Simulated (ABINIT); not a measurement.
# A GW chain in ABINIT: BeTe (F-43m)

Aim: the G0W0 gap of BeTe (F-43m) on PBE with spin-orbit coupling, step by step.

Method: PBE and many-body steps on it, plane waves, in ABINIT 10.8.3.

**Experimental background.**

- Gap 2.8 eV: absolute (indirect, Gamma to X) gap, second literature value; film (quoted from earlier experiment) (quoted in “The band structure of BeTe - a combined experimental and theoretical study”, 1997, arxiv:cond-mat/9712266).

- Gap 2.7 eV: absolute (indirect, Gamma to X) gap; bulk crystal (quoted from earlier experiment) (quoted in “The band structure of BeTe - a combined experimental and theoretical study”, 1997, arxiv:cond-mat/9712266).

## 1. Set-up

Symmetry: F-43m, No. 216, cubic system. Conventional cell: a = 5.663 Å, b = 5.663 Å, c = 5.663 Å, α = 90.00°, β = 90.00°, γ = 90.00°. Nearest to Be lie 4 Te at 2.45 Å. Nearest to Te lie 4 Be at 2.45 Å. Farther neighbours and most contacts between anions are not listed.

The cell and positions are those that the Materials Project relaxed with its own functionals (PBE, PBE+U or r2SCAN), kept fixed.

## 2. Ground state

This step: ABINIT 10.8.3; DFT, PBE with spin-orbit coupling, plane waves, norm-conserving pseudopotentials.

The ground-state density comes first.

File run.abi:

```
acell 3*1.0 Angstrom
rprim 
  -0.000000000000 2.831458787600 2.831458787600
  2.831458787600 0.000000000000 2.831458787600
  2.831458787600 2.831458787600 0.000000000000
ntypat 2
znucl 4 52
natom 2
typat 1 2
xred 
  0.000000000000 0.000000000000 0.000000000000
  0.750000000000 0.750000000000 0.750000000000
pp_dirpath "pseudos"
pseudos "Be.upf, Te.upf"
ecut 49
nspinor 2
ngkpt 6 6 6
nshiftk 1
shiftk 0 0 0
kptopt 1
chksymbreak 0
nband 38
occopt 1
tolvrs 1e-10
nstep 60
prtwf 0
optforces 0
optstress 0
indata_prefix "in"
outdata_prefix "out"
tmpdata_prefix "tmp"
```

Command:

```
$ OMP_NUM_THREADS=1 mpirun -n 8 abinit run.abi > log
```

Numbers of over 12 decimals in the logs are rounded to 6 here.

Output:

```text
.Version 10.8.3 of ABINIT. v10.8.2 released Aug 2026.

 Symmetries : space group F-4 3 m (#216); Bravais cF (face-center cubic)
================================================================================
 Values of the parameters that define the memory need of the present run
     intxc =       0    ionmov =       0      iscf =       7    lmnmax =      16
     lnmax =      16     mgfft =      48  mpssoang =       5    mqgrid =    3001
     natom =       2  nloc_mem =       1    nspden =       1   nspinor =       2
    nsppol =       1      nsym =      24    n1xccc =    2501    ntypat =       2
    occopt =       1   xclevel =       2
-    mband =          38        mffmem =           1         mkmem =           2
       mpw =        5040          nfft =      110592          nkpt =          16
================================================================================
  Rough estimation (10% accuracy) of disk space for files :
================================================================================

--------------------------------------------------------------------------------
------------- Echo of variables that govern the present computation ------------
--------------------------------------------------------------------------------
 -outvars: echo values of preprocessed input variables --------
            acell      1.8897261259E+00  1.8897261259E+00  1.8897261259E+00 Bohr

      chksymbreak           0
             ecut      4.90000000E+01 Hartree
-          fftalg         312

              ixc     -101130
              kpt      0.00000000E+00  0.00000000E+00  0.00000000E+00
                       1.66666667E-01  0.00000000E+00  0.00000000E+00
                       3.33333333E-01  0.00000000E+00  0.00000000E+00
                       5.00000000E-01  0.00000000E+00  0.00000000E+00
                       1.66666667E-01  1.66666667E-01  0.00000000E+00
                       3.33333333E-01  1.66666667E-01  0.00000000E+00
                       5.00000000E-01  1.66666667E-01  0.00000000E+00
                      -3.33333333E-01  1.66666667E-01  0.00000000E+00
                      -1.66666667E-01  1.66666667E-01  0.00000000E+00
   [... 5 further rows ...]
                      -3.33333333E-01  3.33333333E-01  1.66666667E-01
                      -3.33333333E-01  5.00000000E-01  1.66666667E-01
         kptrlatt        6    0    0      0    6    0      0    0    6
          kptrlen      4.54020393E+01
P           mkmem           2
            natom           2
            nband          38
            ngfft          48      48      48
             nkpt          16
          nspinor           2
            nstep          60
             nsym          24
           ntypat           2
              occ      1.000000  1.000000  1.000000  1.000000  1.000000  1.000000
                       1.000000  1.000000  1.000000  1.000000  1.000000  1.000000
                       1.000000  1.000000  1.000000  1.000000  1.000000  1.000000
                       1.000000  1.000000  1.000000  1.000000  1.000000  1.000000
                       1.000000  1.000000  1.000000  1.000000  0.000000  0.000000
                       0.000000  0.000000  0.000000  0.000000  0.000000  0.000000
                       0.000000  0.000000
        optforces           0
        optstress           0
            prtwf           0
            rprim     -0.0000000000E+00  2.8314587876E+00  2.8314587876E+00
[...]
spgroup         216

           tolvrs      1.00000000E-10

             xred      0.0000000000E+00  0.0000000000E+00  0.0000000000E+00
[...]
znucl        4.00000   52.00000

================================================================================

 chkinp: Checking input parameters for consistency.

================================================================================
== DATASET  1 ==================================================================
-   mpi_nproc: 8, omp_nthreads: 1 (-1 if OMP is not activated)

--- !DatasetInfo
iteration_state: {dtset: 1, }
dimensions: {natom: 2, nkpt: 16, mband: 38, nsppol: 1, nspinor: 2, nspden: 1, mpw: 5040, }
cutoff_energies: {ecut:  49.0, pawecutdg:  -1.0, }
electrons: {nelect:   2.80000000E+01, charge:   0.00000000E+00, occopt:   1.00000000E+00, tsmear:   1.00000000E-02, }

 Real(R)+Recip(G) space primitive vectors, cartesian coordinates (Bohr,Bohr^-1):
 R(1)=  0.0000000  5.3506816  5.3506816  G(1)= -0.0934460  0.0934460  0.0934460
 R(2)=  5.3506816  0.0000000  5.3506816  G(2)=  0.0934460 -0.0934460  0.0934460
 R(3)=  5.3506816  5.3506816  0.0000000  G(3)=  0.0934460  0.0934460 -0.0934460
 Unit cell volume ucvol=  3.0637783E+02 bohr^3
 Angles (23,13,12)=  6.00000000E+01  6.00000000E+01  6.00000000E+01 degrees

 getcut: wavevector=  0.0000  0.0000  0.0000  ngfft=  48  48  48
         ecut(hartree)=     49.000   => boxcut(ratio)=   2.01305

--- Pseudopotential description ------------------------------------------------
- Be Generated using ONCVPSP code by D. R. Hamann
-  4.00000   4.00000  180506                  znucl, zion, pspdat
12 -101130 1 -1 1358                          pspcod,pspxc,lmax,lloc,mmax
     nproj     2     2     0     0
     spin-orbit psp
        nprojso     3     0     0
  pspatm : epsatm=    2.91773363
         --- l  ekb(1:nproj) -->
[...]
spin-orbit 1    0.002504   -0.000746    0.000303
 pspatm: atomic psp has been read  and splines computed

- Te Generated using ONCVPSP code by D. R. Hamann
- 52.00000  24.00000  180506                  znucl, zion, pspdat
12 -101130 2 -1 1324                          pspcod,pspxc,lmax,lloc,mmax
     nproj     2     4     2     0
     spin-orbit psp
        nprojso     4     4     0
  pspatm : epsatm=   29.25368682
         --- l  ekb(1:nproj) -->
[...]
1    3.247198   -0.734078    0.001154   -0.000653
             2   -3.345255   -0.978120
  spin-orbit 1    0.640020   -0.070179    0.052920   -0.003021
  spin-orbit 2    0.069297    0.023186   -0.000392   -0.000053
 pspatm: atomic psp has been read  and splines computed

   9.00799773E+02                                ecore*ucvol(ha*bohr**3)
--------------------------------------------------------------------------------

_setup2: Arith. and geom. avg. npw (full set) are    5018.486    5018.469

================================================================================

--- !BeginCycle
iteration_state: {dtset: 1, }
solver: {iscf: 7, nstep: 60, nline: 4, wfoptalg: 0, }
tolerances: {tolvrs: 1.00E-10, }

     iter   Etot(hartree)      deltaE(h)  residm     vres2
 ETOT  1  -294.93867956128    -2.949E+02 9.945E-01 3.902E+01
 ETOT  2  -295.27443786660    -3.358E-01 1.142E-02 6.830E+00
 ETOT  3  -295.27610498632    -1.667E-03 1.761E-03 9.781E-01
 ETOT  4  -295.27616281802    -5.783E-05 6.251E-04 7.191E-02
 ETOT  5  -295.27617181972    -9.002E-06 7.065E-04 3.525E-03
 ETOT  6  -295.27617234477    -5.251E-07 1.621E-04 1.913E-04
 ETOT  7  -295.27617234895    -4.176E-09 2.049E-04 9.294E-06
 ETOT  8  -295.27617234927    -3.170E-10 3.006E-05 1.151E-07
 ETOT  9  -295.27617234927    -3.865E-12 3.283E-05 2.558E-09
 ETOT 10  -295.27617234927     1.762E-12 3.936E-06 1.149E-10
 ETOT 11  -295.27617234927    -2.046E-12 5.058E-06 1.261E-12

 At SCF step   11       vres2   =  1.26E-12 < tolvrs=  1.00E-10 =>converged.

--- !ResultsGS
iteration_state: {dtset: 1, }
comment   : Summary of ground state results
lattice_vectors:
- [ -0.0000000,   5.3506816,   5.3506816, ]
- [  5.3506816,   0.0000000,   5.3506816, ]
- [  5.3506816,   5.3506816,   0.0000000, ]
lattice_lengths: [   7.56701,    7.56701,    7.56701, ]
lattice_angles: [ 60.000,  60.000,  60.000, ] # degrees, (23, 13, 12)
lattice_volume:   3.0637783E+02
convergence: {deltae: -2.046E-12, res2:  1.261E-12, residm:  5.058E-06, diffor:  0.000E+00, }
etotal    :  -2.95276172E+02
entropy   :   0.00000000E+00
fermie    :   2.15724692E-01
cartesian_stress_tensor: null
pressure_GPa: null
xred      :
- [  0.0000E+00,   0.0000E+00,   0.0000E+00, Be]
- [  7.5000E-01,   7.5000E-01,   7.5000E-01, Te]
cartesian_forces: null
force_length_stats: {min: null, max: null, mean: null, }

 Integrated electronic density in atomic spheres:
 ------------------------------------------------
 Atom  Sphere_radius  Integrated_density
    1        2.00000          2.99139811
    2        2.00000         19.95259977
================================================================================

 ----iterations are completed or convergence reached----

 Mean square residual over all n,k,spin=   22.758E-09; max=  50.585E-07
 reduced coordinates (array xred) for    2 atoms
       0.000000000000      0.000000000000      0.000000000000
       0.750000000000      0.750000000000      0.750000000000
 rms dE/dt=  0.0000E+00; max dE/dt=  0.0000E+00; dE/dt below (all hartree)
    1       0.000000000000      0.000000000000      0.000000000000
    2       0.000000000000      0.000000000000      0.000000000000

 cartesian coordinates (angstrom) at end:
    1      0.000000     0.000000     0.000000
    2      4.247188     4.247188     4.247188
 length scales=  1.889726125908  1.889726125908  1.889726125908 bohr
              =  1.000000000000  1.000000000000  1.000000000000 angstroms
 prteigrs : about to open file out_EIG
 Fermi (or HOMO) energy (hartree) =   0.21572   Average Vxc (hartree)=  -0.35143
 Eigenvalues (hartree) for nkpt=  16  k points:
 kpt#   1, nband= 38, wtk=  0.00463, kpt=  0.0000  0.0000  0.0000 (reduced coord)
  -5.62797   -5.62797   -4.04112   -4.04112   -3.68441   -3.68441   -3.68441   -3.68441
  -3.48399   -3.48399   -1.15548   -1.15548   -1.15548   -1.15548   -1.10190   -1.10190
  -1.10162   -1.10162   -1.10162   -1.10162   -0.24252   -0.24252    0.18136    0.18136
   0.21572    0.21572    0.21572    0.21572    0.33768    0.33768    0.33996    0.33996
   0.33996    0.33996    0.34184    0.34184    0.51299    0.51299
 prteigrs : prtvol=0 or 1, do not print more k-points.

--- !EnergyTerms
iteration_state     : {dtset: 1, }
comment             : Components of total free energy in Hartree
kinetic             :  1.04084968622480E+02
hartree             :  1.05270007797808E+02
xc                  : -3.93944411994725E+01
Ewald energy        : -1.34011432758694E+02
psp_core            :  2.94015980414740E+00
local_psp           : -3.09390903785151E+02
non_local_psp       : -2.47745308303906E+01
total_energy        : -2.95276172349272E+02
total_energy_eV     : -8.03487397503090E+03
band_energy         : -5.20580787419513E+01

== END DATASET(S) ==============================================================
================================================================================

 -outvars: echo values of variables after computation  --------
           etotal     -2.9527617235E+02
            nband          38
             nkpt          16
          spgroup         216
 [... the other variables as echoed above ...]

 Calculation completed.
```

The job ended after 70 s (8 MPI ranks of Arm Neoverse N1, shared host; peak memory 0.81 GiB; 9.1 min of CPU time).

Numbers from this step:

```
total energy               : -8034.8740 eV
gap                        : 1.735 eV
k of the valence top       : 0, 0, 0
k of the conduction bottom : 0.5, 0.5, 0
least direct gap           : 3.319 eV
```

The gap is indirect, with the least direct gap 1.58 eV higher.

(Continued in part 2 of 3.)

[Paths, hosts, dates, memory and timing lines, banners, echoed tables and standing remarks are left out of the program output.]

[Logs are printed without paths, hosts, clocks, repeated set-up lines and the standing remarks that a program may print on its own settings, such as how far it seeks lower states.]

[Runs of the session that timed out or met a known fault of the program may be left out.]

[Hosts, paths, dates, database ids (printed as entryN), source tags and the programs' standing remarks are cut or masked in the printed files.]

[G0W0 gaps are taken among the corrected bands and points alone; a level outside them can change the order at an edge.]

[Where Ansatz stands beside ABINIT at settings called matched, ABINIT's density can come from a denser mesh and the files from another edition; pairs whose starting gaps differed by over 0.03 eV were left out, so agreement reads better than it is.]
